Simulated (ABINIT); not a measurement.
# ZnO (zincite) (P6_3mc) in ABINIT: convergence with boxcutmin

Aim: find how far boxcutmin must go before the results for ZnO (zincite) settle, at PBE. This setting moves, with any that are tied to it; all else stays.

Program: ABINIT 10.8.3 (patched build). These are calculated values, not measurements. Logs are shortened: lines on timing, memory, paths and dates and some standing lists are left out, and cuts for length are marked. The log counts tension as positive stress, the text compression.

## Step 1: Starting point

It takes space group P6_3mc (No. 186, hexagonal). Conventional cell: a = 3.249 Å, b = 3.249 Å, c = 5.206 Å, α = 90.00°, β = 90.00°, γ = 120.00°. Around Zn (site symmetry 3m) lie 4 O at 1.97 to 1.98 Å. O (site symmetry 3m) has 4 Zn at 1.97 to 1.98 Å as nearest neighbours.

## Step 2: With boxcutmin 1.3

Input file run.abi:

```
# Pseudopotentials
pp_dirpath "./"
pseudos "30_Zn_20_1.9_2.3_pbe_n_v1.0.psp8, 08_O_6_1.2_1.4_pbe_n_v1.0.psp8"

# Structure
acell 3*1.0
rprim
     6.1403022146     0.0000000000     0.0000000000
    -3.0701511073     5.3176577047     0.0000000000
     0.0000000000     0.0000000000     9.8373642945
ntypat 2
znucl 30 8
natom 4
typat 1 1 2 2
xred
     0.6666666667     0.3333333333     0.0000000000
     0.3333333333     0.6666666667     0.5000000000
     0.3333333333     0.6666666667     0.8790100000
     0.6666666667     0.3333333333     0.3790100000

# Plane-wave basis
ecut 1088.455450 eV

# k points
kptopt 1
ngkpt 9 9 5
nshiftk 1
shiftk 0.0 0.0 0.0

# Exchange and correlation
ixc 11

# Bands and occupations
nband 32
occopt 4
tsmear 0.05 eV

# SCF cycle
nstep 100
tolvrs 1.0e-10
boxcutmin 1.3

# Output
iomode 3
prtwf 0
prtden 0
prteig 0
prtebands 0
enunit 2
```

Potentials or basis: SPMS NC PBE v1.0.

Launch:

```sh
$ abinit run.abi > log 2>&1
```

run.abo:

```text
.Version 10.8.3 of ABINIT
 Symmetries : space group P6_3 m c (#186); Bravais hP (primitive hexag.)
================================================================================
 Values of the parameters that define the memory need of the present run
     intxc =       0    ionmov =       0      iscf =       7    lmnmax =       6
     lnmax =       6     mgfft =      40  mpssoang =       3    mqgrid =    3001
     natom =       4  nloc_mem =       1    nspden =       1   nspinor =       1
    nsppol =       1      nsym =      12    n1xccc =    2501    ntypat =       2
    occopt =       4   xclevel =       2
       mpw =        3898          nfft =       23040          nkpt =          36
================================================================================
================================================================================

--------------------------------------------------------------------------------
------------- Echo of variables that govern the present computation ------------
--------------------------------------------------------------------------------
 -outvars: echo values of preprocessed input variables --------
            acell      1.0000000000E+00  1.0000000000E+00  1.0000000000E+00 Bohr
              amu      6.53900000E+01  1.59994000E+01
        boxcutmin      1.30000000E+00
             ecut      4.00000000E+01 Hartree
           enunit           2
              ixc          11
         kptrlatt        9    0    0      0    9    0      0    0    5
          kptrlen      4.91868215E+01
            natom           4
            nband          32
            ngfft          24      24      40
             nkpt          36
            nstep         100
             nsym          12
           ntypat           2
           occopt           4
           prtden           0
        prtebands           0
           prteig           0
            prtwf           0
            rprim      6.1403022146E+00  0.0000000000E+00  0.0000000000E+00
                      -3.0701511073E+00  5.3176577047E+00  0.0000000000E+00
                       0.0000000000E+00  0.0000000000E+00  9.8373642945E+00
          spgroup         186
           tolvrs      1.00000000E-10
           tsmear      1.83746611E-03 Hartree
            typat      1  1  2  2
           xangst      1.6246539989E+00  9.3799442360E-01  0.0000000000E+00
                      -1.2714472962E-17  1.8759888472E+00  2.6028544982E+00
                      -1.2714472962E-17  1.8759888472E+00  4.5758702650E+00
                       1.6246539989E+00  9.3799442360E-01  1.9730157668E+00
            xcart      3.0701511073E+00  1.7725525682E+00  0.0000000000E+00
                      -2.4026871733E-17  3.5451051365E+00  4.9186821473E+00
                      -2.4026871733E-17  3.5451051365E+00  8.6471415885E+00
                       3.0701511073E+00  1.7725525682E+00  3.7284594413E+00
             xred      6.6666666667E-01  3.3333333333E-01  0.0000000000E+00
[... 151 lines left out ...]
    4     -0.00000000000000    -0.00000000000000    -0.00289794799204
 frms,max,avg= 1.6731311E-03 2.8979480E-03   0.000E+00  0.000E+00 -5.638E-04 h/b

 cartesian forces (eV/Angstrom) at end:
    1      0.00000000000000     0.00000000000000     0.14901847729041
    2      0.00000000000000     0.00000000000000     0.14901847729041
    3     -0.00000000000000    -0.00000000000000    -0.14901847729041
    4     -0.00000000000000    -0.00000000000000    -0.14901847729041
 frms,max,avg= 8.6035858E-02 1.4901848E-01   0.000E+00  0.000E+00 -2.899E-02 e/A
 length scales=  1.000000000000  1.000000000000  1.000000000000 bohr
              =  0.529177210544  0.529177210544  0.529177210544 angstroms
 Fermi (or HOMO) energy (hartree) =   0.08371   Average Vxc (hartree)=  -0.41663
 Eigenvalues (hartree) for nkpt=  36  k points:
 kpt#   1, nband= 32, wtk=  0.00247, kpt=  0.0000  0.0000  0.0000 (reduced coord)
  -4.47249   -4.47248   -2.78841   -2.78833   -2.78831   -2.78831   -2.78829   -2.78829
  -0.59417   -0.56724   -0.14392   -0.14390   -0.14247   -0.13776   -0.13677   -0.13676
  -0.10266   -0.10263   -0.09489   -0.09487   -0.08443    0.03676    0.03686    0.06377
   0.06623    0.06633    0.09887    0.26145    0.37181    0.54210    0.54221    0.58898
      occupation numbers for kpt#   1
   2.00000    2.00000    2.00000    2.00000    2.00000    2.00000    2.00000    2.00000
   2.00000    2.00000    2.00000    2.00000    2.00000    2.00000    2.00000    2.00000
   2.00000    2.00000    2.00000    2.00000    2.00000    2.00000    2.00000    2.00000
   2.00000    2.00000    0.00000    0.00000    0.00000    0.00000    0.00000    0.00000
 prteigrs : prtvol=0 or 1, do not print more k-points.

 Fermi (or HOMO) energy (eV) =   2.27788   Average Vxc (eV)= -11.33696
 Eigenvalues (   eV  ) for nkpt=  36  k points:
 kpt#   1, nband= 32, wtk=  0.00247, kpt=  0.0000  0.0000  0.0000 (reduced coord)
-121.70256 -121.70238  -75.87650  -75.87432  -75.87375  -75.87374  -75.87333  -75.87318
 -16.16807  -15.43528   -3.91619   -3.91581   -3.87690   -3.74871   -3.72157   -3.72143
  -2.79342   -2.79270   -2.58211   -2.58167   -2.29741    1.00028    1.00310    1.73515
   1.80220    1.80505    2.69032    7.11442   10.11757   14.75116   14.75417   16.02693
 prteigrs : prtvol=0 or 1, do not print more k-points.

--- !EnergyTerms
iteration_state     : {dtset: 1, }
comment             : Components of total free energy in Hartree
kinetic             :  1.80882031050190E+02
hartree             :  1.41617820134602E+02
xc                  : -4.92862302969695E+01
Ewald energy        : -2.53713067356336E+02
psp_core            :  1.64061055653731E+01
local_psp           : -3.15558768750654E+02
non_local_psp       : -1.47958751793094E+02
internal            : -4.27610861446889E+02
'-kT*entropy'       :  1.57145459904869E-15
total_energy        : -4.27610861446889E+02
total_energy_eV     : -1.16358843138080E+04
band_energy         : -5.61173927937077E+01
...

 Cartesian components of stress tensor (hartree/bohr^3)
  sigma(1 1)= -2.32269314E-04  sigma(3 2)=  0.00000000E+00
  sigma(2 2)= -2.32269313E-04  sigma(3 1)=  0.00000000E+00
  sigma(3 3)= -2.82259315E-04  sigma(2 1)=  0.00000000E+00

-Cartesian components of stress tensor (GPa)         [Pressure=  7.3239E+00 GPa]
- sigma(1 1)= -6.83359915E+00  sigma(3 2)=  0.00000000E+00
- sigma(2 2)= -6.83359912E+00  sigma(3 1)=  0.00000000E+00
- sigma(3 3)= -8.30435575E+00  sigma(2 1)=  0.00000000E+00

== END DATASET(S) ==============================================================
================================================================================

 -outvars: echo values of variables after computation  --------
            acell      1.0000000000E+00  1.0000000000E+00  1.0000000000E+00 Bohr
           etotal     -4.2761086145E+02
            fcart      3.6785722381E-21  4.6724142782E-21  2.8979479920E-03
                       3.6785722381E-21  4.6724142782E-21  2.8979479920E-03
                      -5.1500011333E-21 -4.2476493438E-22 -2.8979479920E-03
                      -2.2071433429E-21 -8.9200636221E-21 -2.8979479920E-03
            rprim      6.1403022146E+00  0.0000000000E+00  0.0000000000E+00
                      -3.0701511073E+00  5.3176577047E+00  0.0000000000E+00
                       0.0000000000E+00  0.0000000000E+00  9.8373642945E+00
           strten     -2.3226931415E-04 -2.3226931306E-04 -2.8225931503E-04
                       0.0000000000E+00  0.0000000000E+00  0.0000000000E+00
           xangst      1.6246539989E+00  9.3799442360E-01  0.0000000000E+00
                      -1.2714472962E-17  1.8759888472E+00  2.6028544982E+00
                      -1.2714472962E-17  1.8759888472E+00  4.5758702650E+00
                       1.6246539989E+00  9.3799442360E-01  1.9730157668E+00
             xred      6.6666666667E-01  3.3333333333E-01  0.0000000000E+00
                       3.3333333333E-01  6.6666666667E-01  5.0000000000E-01
                       3.3333333333E-01  6.6666666667E-01  8.7901000000E-01
                       6.6666666667E-01  3.3333333333E-01  3.7901000000E-01
 Calculation completed.
```

It took 2.1 min on 1 thread of Arm Neoverse V1, shared host; peak memory 0.12 GiB.

Results:

| Quantity | Value |
| --- | --- |
| Free energy | -11635.8843 eV |
| Pressure | 7.3 GPa |
| Largest force | 0.149 eV/Å |
| Band gap on the k mesh | 0.89 eV, direct |
| Valence electrons inside the program's atomic spheres | Zn 18.15; O 6.24 |

## Step 3: With boxcutmin 1.5

run.abi, as its differences from that of step 2:

```diff
@@ -40,3 +40,3 @@
 tolvrs 1.0e-10
-boxcutmin 1.3
+boxcutmin 1.5
```

Potentials or basis: SPMS NC PBE v1.0.

Launch:

```sh
$ abinit run.abi > log 2>&1
```

Wall time 2.5 min (1 thread of Arm Neoverse V1, shared host); peak memory 0.13 GiB.

It converged, with:

```
Free energy                                           : -11635.7841 eV
Pressure                                              : 5.0 GPa
Largest force                                         : 0.089 eV/Å
Band gap on the k mesh                                : 0.89 eV, direct
Valence electrons inside the program's atomic spheres : Zn 18.17, 18.16; O 6.25, 6.27
```

## Step 4: With boxcutmin 1.7

run.abi, as its differences from that of step 3:

```diff
@@ -40,3 +40,3 @@
 tolvrs 1.0e-10
-boxcutmin 1.5
+boxcutmin 1.7
```

Launch:

```sh
$ abinit run.abi > log 2>&1
```

It took 2.5 min on 1 thread of Arm Neoverse V1, shared host; peak memory 0.13 GiB.

It converged, with:

| Quantity | Value |
| --- | --- |
| Free energy | -11635.7817 eV |
| Pressure | 4.9 GPa |
| Largest force | 0.074 eV/Å |
| Band gap on the k mesh | 0.89 eV, direct |
| Valence electrons inside the program's atomic spheres | Zn 18.18; O 6.26 |

## Step 5: With boxcutmin 1.85

run.abi, as its differences from that of step 4:

```diff
@@ -40,3 +40,3 @@
 tolvrs 1.0e-10
-boxcutmin 1.7
+boxcutmin 1.85
```

Launch:

```sh
$ abinit run.abi > log 2>&1
```

It took 3 min on 1 thread of Arm Neoverse V1, shared host; peak memory 0.14 GiB.

It converged, with:

```
Free energy                                           : -11635.7814 eV
Pressure                                              : 4.9 GPa
Largest force                                         : 0.072 eV/Å
Band gap on the k mesh                                : 0.89 eV, direct
Valence electrons inside the program's atomic spheres : Zn 18.16; O 6.25
```

## Step 6: With boxcutmin 2

run.abi, as its differences from that of step 5:

```diff
@@ -40,3 +40,3 @@
 tolvrs 1.0e-10
-boxcutmin 1.85
+boxcutmin 2.0
```

Potentials or basis: SPMS NC PBE v1.0.

Launch:

```sh
$ abinit run.abi > log 2>&1
```

Wall time 3.1 min (1 thread of Arm Neoverse V1, shared host); peak memory 0.14 GiB.

The run converged. Its results:

- Free energy: -11635.7815 eV
- Pressure: 4.9 GPa
- Largest force: 0.073 eV/Å
- Band gap on the k mesh: 0.89 eV, direct
- Valence electrons inside the program's atomic spheres: Zn 18.17; O 6.25

## Step 7: With boxcutmin 2.3

run.abi, as its differences from that of step 6:

```diff
@@ -40,3 +40,3 @@
 tolvrs 1.0e-10
-boxcutmin 2.0
+boxcutmin 2.3
```

Launch:

```sh
$ abinit run.abi > log 2>&1
```

It took 4.6 min on 1 thread of Arm Neoverse V1, shared host; peak memory 0.16 GiB.

Results (log left out):

```yaml
Free_energy: -11635.7815 eV
Pressure: 4.9 GPa
Largest_force: 0.072 eV/Å
Band_gap_on_the_k_mesh: 0.89 eV, direct
Valence_electrons_inside_the_program's_atomic_spheres: Zn 18.16; O 6.25
```

## Step 8: With boxcutmin 2.7

run.abi, as its differences from that of step 7:

```diff
@@ -40,3 +40,3 @@
 tolvrs 1.0e-10
-boxcutmin 2.3
+boxcutmin 2.7
```

Launch:

```sh
$ abinit run.abi > log 2>&1
```

Run time: 5.1 min. Hardware: 1 thread of Arm Neoverse V1, shared host; peak memory 0.18 GiB.

It converged, with:

- Free energy: -11635.7815 eV
- Pressure: 4.9 GPa
- Largest force: 0.072 eV/Å
- Band gap on the k mesh: 0.89 eV, direct
- Valence electrons inside the program's atomic spheres: Zn 18.16; O 6.25

## Step 9: The series at a glance

```csv
boxcutmin,energy less the tightest run (meV/atom),pressure (GPa),largest force (eV/Å),SCF cycles,CPU time (s),peak memory (GiB)
1.3,-25.70,7.32,0.149,11,120,0.12
1.5,-0.65,4.95,0.089,12,150,0.13
1.7,-0.05,4.89,0.074,12,150,0.13
1.85,0.04,4.88,0.072,12,180,0.14
2,0.00,4.88,0.073,12,190,0.14
2.3,0.00,4.88,0.072,13,270,0.16
2.7,0.00,4.88,0.072,13,300,0.18
```

Against the tightest run, the energy stays within 1 meV/atom from 1.5 on; the pressure stays within 0.1 GPa from 1.5 on; the largest force stays within 0.005 eV/Å from 1.7 on. The tightest run that finished is the yardstick and may itself not be fully converged.
